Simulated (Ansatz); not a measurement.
Stress against strain in InSe

```yaml
crystal:
  lattice:
    - [5.86790, -2.05500, 0.00000]
    - [5.86790, 2.05500, 0.00000]
    - [-1.59942, 0.00000, 4.32366]
  atoms:
    - { symbol: In, position: [0.88400, 0.88400, 0.00500] }
    - { symbol: In, position: [0.11600, 0.11600, 0.99500] }
    - { symbol: Se, position: [0.66000, 0.66000, 0.64200] }
    - { symbol: Se, position: [0.34000, 0.34000, 0.35800] }
```

Atom numbers follow the list: In1, In2, Se3, Se4.

The conventional cell has a = 11.736 Å, b = 4.110 Å, c = 4.610 Å, α = 90.00°, β = 110.30°, γ = 90.00°. In (atom 1) is surrounded by 3 Se at 2.58 to 2.78 Å and 1 In at 2.74 Å. Se (atom 3) is surrounded by 3 In at 2.58 to 2.78 Å.

The geometry is COD entry 1540841, unchecked; take it as a test cell.

No spin–orbit coupling, which matters for the heavy atoms here.

All numbers below come from DFT, PBE, all-electron LAPW, scalar-relativistic in Ansatz 0.2.0.

Numerical set-up: a Γ-centred 7×7×6 k mesh, Fermi–Dirac smearing of 0.02 eV, basis error target 0.5 meV/atom, no spin polarisation.

The strain is applied along the Cartesian axes of the cell as listed (the other components stay zero). Fractional coordinates are held (clamped ions).

σ is the change of stress from the unstrained cell, which is at 2.94 GPa; tension is positive, so slopes are stress–strain coefficients at that pressure.

Only quantities that a quadratic follows smoothly over the whole series are listed; rougher ones are left out.

| εzz | σzz (GPa) | σxx (GPa) |
| --- | --- | --- |
| -0.0300 | -2.43 | -1.77 |
| -0.0200 | -1.58 | -1.15 |
| 0.0000 | 0.00 | 0.00 |
| 0.0100 | 0.74 | 0.53 |
| 0.0200 | 1.46 | 1.03 |
| 0.0300 | 2.14 | 1.51 |

(1) Fit the series and read off the stiffness at zero strain.

(2) One run, at εzz = -0.0100, is withheld. Predict its row.

Results:

(1) Least-squares fits y = p0 + p1 x + p2 x² to the rows give σzz (GPa): p1 = 76.1, p2 = -160; σxx (GPa): p1 = 54.6, p2 = -140. So C33 = 76 GPa and C13 = 55 GPa, for these axes.

(2) The fits give -0.78, -0.56; the run gave -0.78, -0.56.
